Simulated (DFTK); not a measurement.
Crystal: NaF (Villiaumite).

```
CELL_PARAMETERS angstrom
0.00000 2.32000 2.32000
2.32000 0.00000 2.32000
2.32000 2.32000 0.00000
ATOMIC_POSITIONS crystal
Na 0.00000 0.00000 0.00000
F 0.50000 0.50000 0.50000
```

* Program: DFTK 0.8.2
* Task: single point
* Functional: PBE
* Potentials or basis: dojo.nc.sr.pbe.v0_4_1.standard.upf (PBE)
* Cutoff: 1197 eV
* k mesh: 10 × 10 × 10
* Occupations: fermi-dirac, width 0.05 eV
* Spin: no spin polarisation

On this cell: pressure 1.9 GPa; largest force zero by symmetry; band gap on the k mesh 6.32 eV, direct.

The same run follows on a disturbed copy (atoms moved at random, drawn with an rms of 0.05 Å):

```
Na F
1.0
     0.00000    2.32000    2.32000
     2.32000    0.00000    2.32000
     2.32000    2.32000    0.00000
Na F
1 1
Cartesian
  0.0383 0.0104 0.0064
  2.2983 2.2892 2.3261
```

What does the disturbed cell give?

The energy moves by +3.2 meV/atom; pressure 2.0 GPa; largest force 0.174 eV/Å; band gap on the k mesh 6.32 eV, direct.

Forces on the atoms (eV/Å):
```
Na  -0.146 -0.095 -0.001
F    0.142  0.096  0.001
```

Stress tensor (GPa, compression positive):
```
 2.23 -0.07  0.00
-0.07  2.01  0.00
 0.00  0.00  1.82
```

A k mesh can miss the band edges.
